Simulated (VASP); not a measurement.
# BN (P6_3/mmc) in VASP: further runs

One crystal, BN, is run at these levels: PBE+D3(BJ); tasks: single point, relaxation of shape and atoms at fixed volume.

All numbers are computed with VASP 6.6.1; they aren't measurements. Logs are shortened: lines on timing, memory, paths and dates and some standing lists are left out, and cuts for length are marked.

**1. The crystal as given**

The structure is hexagonal, space group P6_3/mmc (No. 194). Conventional cell: a = 2.506 Å, b = 2.506 Å, c = 6.614 Å, α = 90.00°, β = 90.00°, γ = 120.00°. Around B (site symmetry -6m2) lie 3 N at 1.45 Å. N (site symmetry -6m2) has 3 B at 1.45 Å as nearest neighbours.

**2. Single point, PBE+D3(BJ)**

INCAR

```
SYSTEM = BN
ALGO = Normal
EDIFF = 1E-7
ENCUT = 520
GGA = PE
ISIF = 2
ISMEAR = 0
IVDW = 12
LASPH = .True.
LCHARG = .False.
LREAL = .False.
LWAVE = .False.
NBANDS = 16
NELM = 100
PREC = Accurate
SIGMA = 0.02
```

KPOINTS

```
k-points
0
Gamma
  12 12 4
  0 0 0
```

POSCAR

```
BN
1.0
    2.5064254127      0.0000000000      0.0000000000
   -1.2532127064      2.1706280801      0.0000000000
    0.0000000000      0.0000000000      6.6141238871
B N
2 2
Direct
    0.3333333333      0.6666666667      0.2500000000
    0.6666666667      0.3333333333      0.7500000000
    0.3333333333      0.6666666667      0.7500000000
    0.6666666667      0.3333333333      0.2500000000
```

Potentials or basis: VASP PAW PBE potentials, release 64 (B, N).

On the command line:

```console
$ cat potpaw_PBE.64/B/POTCAR potpaw_PBE.64/N/POTCAR > POTCAR
$ mpirun -np 1 vasp_std > vasp.out
```

OUTCAR:

```text
SYSTEM = BN
   EDIFF = 1E-7
   ENCUT = 520
   GGA = PE
   ISIF = 2
   ISMEAR = 0
   IVDW = 12
   LASPH = .True.
   LREAL = .False.
   NELM = 100
   PREC = Accurate
 IVDW          = 12

 ion  position               nearest neighbor table
   1  0.333  0.667  0.250-   4 1.45   4 1.45   4 1.45
   2  0.667  0.333  0.750-   3 1.45   3 1.45   3 1.45
   3  0.333  0.667  0.750-   2 1.45   2 1.45   2 1.45
   4  0.667  0.333  0.250-   1 1.45   1 1.45   1 1.45

  LATTYP: Found a hexagonal cell.
 ALAT       =     2.5064254127
 C/A-ratio  =     2.6388672304

  Lattice vectors:

 A1 = (   2.5064254127,   0.0000000000,   0.0000000000)
 A2 = (  -1.2532127064,   2.1706280801,   0.0000000000)
 A3 = (   0.0000000000,   0.0000000000,   6.6141238871)

Analysis of symmetry for initial positions (statically):
=====================================================================
 Subroutine PRICEL returns:
 Original cell was already a primitive cell.

 Routine SETGRP: Setting up the symmetry group for a
 hexagonal supercell.

 Subroutine GETGRP returns: Found 24 space group operations
 (whereof 12 operations were pure point group operations)
 out of a pool of 24 trial point group operations.

The static configuration has the point symmetry D_3d.
 The point group associated with its full space group is D_6h.

Analysis of symmetry for dynamics (positions and initial velocities):
=====================================================================
 Subroutine PRICEL returns:
 Original cell was already a primitive cell.

 Routine SETGRP: Setting up the symmetry group for a
 hexagonal supercell.

 Subroutine GETGRP returns: Found 24 space group operations
 (whereof 12 operations were pure point group operations)
 out of a pool of 24 trial point group operations.

The dynamic configuration has the point symmetry D_3d.
 The point group associated with its full space group is D_6h.

 Subroutine INISYM returns: Found 24 space group operations
 (whereof 12 operations are pure point group operations),
 and found     1 'primitive' translations

----------------------------------------------------------------------------------------

                                     Primitive cell

  volume of cell :      35.9843

  direct lattice vectors                    reciprocal lattice vectors
     2.506425413  0.000000000  0.000000000     0.398974569  0.230348075  0.000000000
    -1.253212706  2.170628080  0.000000000     0.000000000  0.460696150  0.000000000
     0.000000000  0.000000000  6.614123887     0.000000000  0.000000000  0.151191604

  length of vectors
     2.506425413  2.506425413  6.614123887     0.460696150  0.460696150  0.151191604

  position of ions in fractional coordinates (direct lattice)
     0.333333333  0.666666667  0.250000000
     0.666666667  0.333333333  0.750000000
     0.333333333  0.666666667  0.750000000
     0.666666667  0.333333333  0.250000000

  ion indices of the primitive-cell ions
   primitive index   ion index
                 1           1
                 2           2
                 3           3
                 4           4

----------------------------------------------------------------------------------------

 KPOINTS: k-points

Automatic generation of k-mesh.
 Grid dimensions read from file:
 generate k-points for:   12   12    4

 Generating k-lattice:

  Cartesian coordinates                     Fractional coordinates (reciprocal lattice)
     0.033247881  0.019195673  0.000000000     0.083333333  0.000000000  0.000000000
     0.000000000  0.038391346  0.000000000     0.000000000  0.083333333  0.000000000
     0.000000000  0.000000000  0.037797901     0.000000000  0.000000000  0.250000000

  Length of vectors
     0.038391346  0.038391346  0.037797901

  Shift w.r.t. Gamma in fractional coordinates (k-lattice)
     0.000000000  0.000000000  0.000000000

 Subroutine IBZKPT returns following result:
 ===========================================

 Found     57 irreducible k-points:

 Following reciprocal coordinates:
            Coordinates               Weight
  0.000000  0.000000  0.000000      1.000000
  0.083333  0.000000  0.000000      6.000000
  0.166667 -0.000000  0.000000      6.000000
  0.250000  0.000000  0.000000      6.000000
  0.333333  0.000000  0.000000      6.000000
  0.416667  0.000000  0.000000      6.000000
[... 16 lines left out ...]
  0.250000  0.000000  0.250000     12.000000
  0.333333  0.000000  0.250000     12.000000
 [... further k-points ...]
   k-points           NKPTS =     57   k-points in BZ     NKDIM =     57   number of bands    NBANDS=     16
   number of dos      NEDOS =    301   number of ions     NIONS =      4
   total plane-waves  NPLWV =  20000
   dimension x,y,z NGX =    20 NGY =   20 NGZ =   50
   dimension x,y,z NGXF=    40 NGYF=   40 NGZF=  100
   ions per type =               2   2
   NGX,Y,Z   is equivalent  to a cutoff of  13.27, 13.27, 12.57 a.u.
   NGXF,Y,Z  is equivalent  to a cutoff of  26.53, 26.53, 25.13 a.u.
 SYSTEM =  BN
   PREC   = accura    normal or accurate (medium, high low for compatibility)
   ISTART =      0    job   : 0-new  1-cont  2-samecut
   ICHARG =      2    charge: 1-file 2-atom 10-const
   ISPIN  =      1    spin polarized calculation?
   LNONCOLLINEAR =      F non collinear calculations
   LSORBIT =      F    spin-orbit coupling
   LASPH  =      T    aspherical Exc in radial PAW
   ENCUT  =  520.0 eV  38.22 Ry    6.18 a.u.   4.66  4.66 12.30*2*pi/ulx,y,z
   NELM   =    100;   NELMIN=  2; NELMDL= -5     # of ELM steps
   EDIFF  = 0.1E-06   stopping-criterion for ELM
   LREAL  =      F    real-space projection
   EDIFFG = 0.1E-05   stopping-criterion for IOM
   NSW    =      0    number of steps for IOM
   IBRION =     -1    ionic relax: 0-MD 1-quasi-New 2-CG
   NFREE  =      0    steps in history (QN), initial steepest desc. (CG)
   ISIF   =      2    stress and relaxation
   ISYM   =      2    0-nonsym 1-usesym 2-fastsym
   POTIM  = 0.5000    time-step for ionic-motion
   TEBEG  =    0.0;   TEEND  =   0.0 temperature during run
   PSTRESS=    0.0 pullay stress
   NELECT =      16.0000    total number of electrons
   NUPDOWN=      -1.0000    fix difference up-down
   EMIN   =  10.00;   EMAX   =-10.00  energy-range for DOS
   EFERMI =   0.00;   METHOD = LEGACY
   ISMEAR =     0;   SIGMA  =   0.02  broadening in eV -4-tet -1-fermi 0-gaus
   EFERMI_NEDOS =   21; number of points for ismear=-14 and -15
   IALGO  =     38    algorithm
   IMIX   =      4    mixing-type and parameters
     AMIX     =   0.40;   BMIX     =  1.00
     AMIX_MAG =   1.60;   BMIX_MAG =  1.00
  volume/ion in A,a.u.               =       9.00        60.71
  Fermi-wavevector in a.u.,A,eV,Ry     =   1.249522  2.361255 21.242855  1.561306
  Thomas-Fermi vector in A             =   2.383559
   LORBIT       =      0    0 simple, 1 ext, 2 COOP (PROOUT), +10 PAW based schemes
   GGA     = PE    functional components
   LHFCALC =     F    Hartree Fock is set to
   AEXX    =    0.0000 exact exchange contribution
   IVDW    =    12    specifies the selected vdW correction
   LEPSILON=     F    determine dielectric tensor
   LRPA    =     F    only Hartree local field effects (RPA)
 non-spin polarized calculation
 Gauss-broadening in eV      SIGMA  =   0.02
  energy-cutoff  :      520.00
  volume of cell :       35.98
 maximum number of plane-waves:       992
 NGX is ok and might be reduce to    20
   NGX =  9   NGY =  9   NGZ = 25

 number of electron      15.9999997 magnetization

 Free energy of the ion-electron system (eV)
  ---------------------------------------------------
  ext. energy  EPLUGINS =         0.00000000
  ---------------------------------------------------
  free energy    TOTEN  =       -35.15148344 eV

  energy without entropy =      -35.15148344  energy(sigma->0) =      -35.15148344

 E-fermi :   2.4297     XC(G=0): -10.0901

 val. band max:        2.2921289053   @ k =   0.3333   0.3333   0.5000
 cond. band min:       6.5585471943   @ k =   0.5000   0.0000   0.0000
 fundamental gap:      4.2664182889
 Fermi energy:         2.4297196119

 k-point     1 :       0.0000    0.0000    0.0000
  band No.  band energies     occupation
      1     -15.4929      2.00000
      2     -15.1892      2.00000
      3      -3.9239      2.00000
      4      -1.7552      2.00000
      5       0.9586      2.00000
      6       0.9586      2.00000
[... 8 lines left out ...]
     15      14.4957      0.00000
     16      15.2896      0.00000

 k-point     2 :       0.0833    0.0000    0.0000
  band No.  band energies     occupation
      1     -15.3571      2.00000
      2     -15.0581      2.00000
      3      -3.7376      2.00000
      4      -1.5884      2.00000
      5       0.4011      2.00000
      6       0.4357      2.00000
[... 8 lines left out ...]
     15      14.7837      0.00000
     16      14.9849      0.00000

 k-point     3 :       0.1667   -0.0000    0.0000
  band No.  band energies     occupation
      1     -14.9570      2.00000
      2     -14.6724      2.00000
      3      -3.1856      2.00000
      4      -1.0982      2.00000
      5      -1.0132      2.00000
      6      -0.9711      2.00000
[... 8 lines left out ...]
     15      16.1141      0.00000
     16      16.1343      0.00000

 k-point     4 :       0.2500    0.0000    0.0000
  band No.  band energies     occupation
      1     -14.3192      2.00000
      2     -14.0601      2.00000
      3      -2.8093      2.00000
      4      -2.7454      2.00000
      5      -2.2927      2.00000
      6      -0.6651      2.00000
[... 8 lines left out ...]
     15      17.7063      0.00000
     16      18.2830      0.00000

 k-point     5 :       0.3333    0.0000    0.0000
  band No.  band energies     occupation
      1     -13.5102      2.00000
      2     -13.2924      2.00000
      3      -4.5970      2.00000
      4      -4.5124      2.00000
      5      -1.2926      2.00000
      6      -1.2286      2.00000
[... 8 lines left out ...]
     15      18.0035      0.00000
     16      20.8073      0.00000

 k-point     6 :       0.4167    0.0000    0.0000
  band No.  band energies     occupation
      1     -12.7009      2.00000
      2     -12.5524      2.00000
      3      -6.0190      2.00000
      4      -5.9337      2.00000
      5      -1.7040      2.00000
      6      -1.6372      2.00000
[... 8 lines left out ...]
     15      17.5510      0.00000
     16      21.3660      0.00000
[... 267 lines left out ...]
 k-point    21 :       0.0833    0.0000    0.2500
  band No.  band energies     occupation
      1     -15.3157      2.00000
      2     -15.1044      2.00000
      3      -3.4762      2.00000
      4      -1.9790      2.00000
      5       0.4078      2.00000
      6       0.4338      2.00000
[... 8 lines left out ...]
     15      14.8178      0.00000
     16      14.9644      0.00000

 k-point    22 :       0.1667   -0.0000    0.2500
  band No.  band energies     occupation
      1     -14.9175      2.00000
      2     -14.7165      2.00000
      3      -2.9336      2.00000
      4      -1.4967      2.00000
      5      -1.0004      2.00000
      6      -0.9512      2.00000
[... 8 lines left out ...]
     15      16.0323      0.00000
     16      16.1161      0.00000

 k-point    23 :       0.2500    0.0000    0.2500
  band No.  band energies     occupation
      1     -14.2830      2.00000
      2     -14.0999      2.00000
      3      -2.8155      2.00000
      4      -2.7620      2.00000
      5      -2.0304      2.00000
      6      -0.6607      2.00000
[... 8 lines left out ...]
     15      18.2987      0.00000
     16      18.3812      0.00000

 k-point    24 :       0.3333    0.0000    0.2500
  band No.  band energies     occupation
      1     -13.4794      2.00000
      2     -13.3255      2.00000
      3      -4.5884      2.00000
      4      -4.5281      2.00000
      5      -1.2833      2.00000
      6      -1.2380      2.00000
[... 8 lines left out ...]
     15      19.0837      0.00000
     16      20.8192      0.00000

 [... further k-points ...]

------------------------ aborting loop because EDIFF is reached ----------------------------------------

 Edisp (eV)   -0.56621

 E8    (eV) :    -0.1659

  FORCE on cell =-STRESS in cart. coord.  units (eV):
  Direction    XX          YY          ZZ          XY          YZ          ZX
  --------------------------------------------------------------------------------------
  -------------------------------------------------------------------------------------
  Total       0.03976     0.03976    -0.03137    -0.00000    -0.00000     0.00000
  in kB       1.77036     1.77036    -1.39671    -0.00000    -0.00000     0.00000
  external pressure =        0.71 kB  Pullay stress =        0.00 kB

 VOLUME and BASIS-vectors are now :
 -----------------------------------------------------------------------------
  energy-cutoff  :      520.00
  volume of cell :       35.98
      direct lattice vectors                 reciprocal lattice vectors
     2.506425413  0.000000000  0.000000000     0.398974569  0.230348075  0.000000000
    -1.253212706  2.170628080  0.000000000     0.000000000  0.460696150  0.000000000
     0.000000000  0.000000000  6.614123887     0.000000000  0.000000000  0.151191604

 POSITION                                       TOTAL-FORCE (eV/Angst)
 -----------------------------------------------------------------------------------
     -0.00000      1.44709      1.65353        -0.000000      0.000000      0.000000
      1.25321      0.72354      4.96059         0.000000     -0.000000      0.000000
     -0.00000      1.44709      4.96059         0.000000      0.000000      0.000000
      1.25321      0.72354      1.65353        -0.000000      0.000000      0.000000
 -----------------------------------------------------------------------------------
    total drift:                               -0.000000      0.000000     -0.000000

  FREE ENERGIE OF THE ION-ELECTRON SYSTEM (eV)
  ---------------------------------------------------
  free  energy   TOTEN  =       -35.7176952151 eV

  energy  without entropy=      -35.7176952151  energy(sigma->0) =      -35.71769522
```

Run time: 30 s. Hardware: 1 thread of Intel Xeon Platinum 8259CL at 2.50GHz (Skylake/Cascade Lake), shared host; peak memory 0.17 GiB.

Results:

```yaml
Free_energy: -35.7177 eV
Pressure: 0.1 GPa
Band_gap_on_the_k_mesh: 4.27 eV, indirect (least direct gap 4.63 eV)
Dispersion_energy_per_atom: -0.142 eV
```

Stress tensor (GPa, compression positive):
```
 0.18  0.00  0.00
 0.00  0.18  0.00
 0.00  0.00 -0.14
```

Levels at points of the mesh, in eV from the valence-band top:
| k point | band 6 | band 7 | band 8 | band 9 | band 10 | band 11 |
| --- | --- | --- | --- | --- | --- | --- |
| (0.00, 0.00, 0.00) | -1.33 | -1.29 | -1.29 | 5.29 | 10.35 | 11.52 |
| (0.50, 0.00, 0.00) | -4.07 | -1.45 | -0.42 | 4.27 | 5.66 | 9.51 |
| (0.00, 0.00, 0.50) | -1.31 | -1.31 | -1.31 | 7.67 | 7.67 | 11.59 |
| (0.50, 0.00, 0.50) | -4.10 | -0.91 | -0.91 | 4.73 | 4.73 | 9.89 |

A k mesh can miss the band edges.

**3. Single point, PBE+D3(BJ)**

This run uses another cell than the first one, of 9.90 Å³/atom, 1.100 times its volume.

INCAR

```
PREC = Accurate
ENCUT = 520
EDIFF = 1E-7
ISMEAR = 0
SIGMA = 0.02
LREAL = False
LASPH = True
NELM = 100
ALGO = Normal
ISIF = 2
LWAVE = False
LCHARG = False
GGA = PE
IVDW = 12
NBANDS = 16
```

KPOINTS

```
Automatic mesh
0
Gamma
  12 12 4
```

POSCAR

```
BN
1.0
    2.5107952691      0.0000000000      0.0000000000
   -1.2553976346      2.1744124867      0.0000000000
    0.0000000000      0.0000000000      7.2502332316
B N
2 2
Direct
    0.3333333333      0.6666666667      0.2500000000
    0.6666666667      0.3333333333      0.7500000000
    0.3333333333      0.6666666667      0.7500000000
    0.6666666667      0.3333333333      0.2500000000
```

Potentials or basis: VASP PAW PBE potentials, release 64 (B, N).

On the command line:

```console
$ cat potpaw_PBE.64/B/POTCAR potpaw_PBE.64/N/POTCAR > POTCAR
$ mpirun -np 1 vasp_std > vasp.out
```

It took 33 s on 1 thread of Intel Xeon Platinum 8259CL at 2.50GHz (Skylake/Cascade Lake), shared host; peak memory 0.18 GiB.

The run converged. Its results:

| Quantity | Value |
| --- | --- |
| Free energy | -35.6974 eV |
| Pressure | -1.5 GPa |
| Band gap on the k mesh | 4.39 eV, indirect (least direct gap 4.64 eV) |
| Dispersion energy per atom | -0.126 eV |

Stress tensor (GPa, compression positive):
```
-1.35  0.00  0.00
 0.00 -1.35  0.00
 0.00  0.00 -1.65
```

Levels at points of the mesh, in eV from the valence-band top:
| k point | band 5 | band 6 | band 7 | band 8 | band 9 | band 10 | band 11 | band 12 |
| --- | --- | --- | --- | --- | --- | --- | --- | --- |
| (0.00, 0.00, 0.00) | -1.34 | -1.34 | -1.33 | -1.33 | 4.81 | 9.27 | 11.51 | 11.51 |
| (0.50, 0.00, 0.00) | -4.12 | -4.10 | -1.21 | -0.60 | 4.39 | 5.31 | 9.42 | 9.91 |
| (0.00, 0.00, 0.50) | -1.34 | -1.34 | -1.34 | -1.34 | 6.71 | 6.71 | 11.54 | 11.54 |
| (0.50, 0.00, 0.50) | -4.11 | -4.11 | -0.90 | -0.90 | 4.74 | 4.74 | 9.77 | 9.77 |

A k mesh can miss the band edges. Expect the measured gap to be larger: semilocal functionals such as PBE lack the derivative discontinuity.

(Continued in part 2 of 2.)
